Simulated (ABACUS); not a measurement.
The system is Pb.

```
Pb
1.0
     3.03861   -1.75032    0.00000
     3.03861    1.75032    0.00000
    -2.11546    0.00000    6.09522
Pb
2
Direct
  0.90851 0.90851 0.72629
  0.09149 0.09149 0.27371
```

This isn't the form of Pb at room conditions, which is fcc.

| Quantity | Value |
| --- | --- |
| Program | ABACUS 3.10.1 |
| Task | single point |
| Functional | PBE |
| Potentials or basis | PseudoDojo NC SR 0.4.1 PBE standard |
| Cutoff | 857 eV |
| Density cutoff | 3429 eV |
| Basis | plane waves |
| k mesh | 9 × 9 × 5 |
| Occupations | fermi-dirac, width 0.05 eV |
| Spin | no spin polarisation |

On this cell: pressure 0.8 GPa; largest force 0.063 eV/Å; band gap on the k mesh none (metal or under the smearing width).

The same run follows on a disturbed copy (atoms moved at random, drawn with an rms of 0.05 Å):

```
Pb
1.0
     3.03861   -1.75032    0.00000
     3.03861    1.75032    0.00000
    -2.11546    0.00000    6.09522
Pb
2
Direct
  0.89920 0.91261 0.72889
  0.09341 0.08248 0.27147
```

Q: What changes?

A: The energy (extrapolated to zero smearing) moves by +1.7 meV/atom; pressure 0.7 GPa; largest force 0.132 eV/Å; band gap on the k mesh none (metal or under the smearing width).

Forces on the atoms (eV/Å):
```
Pb   0.028 -0.010 -0.129
Pb  -0.028  0.010  0.129
```

Stress tensor (GPa, compression positive):
```
 0.66 -0.06 -0.01
-0.06  0.65 -0.12
-0.01 -0.12  0.72
```
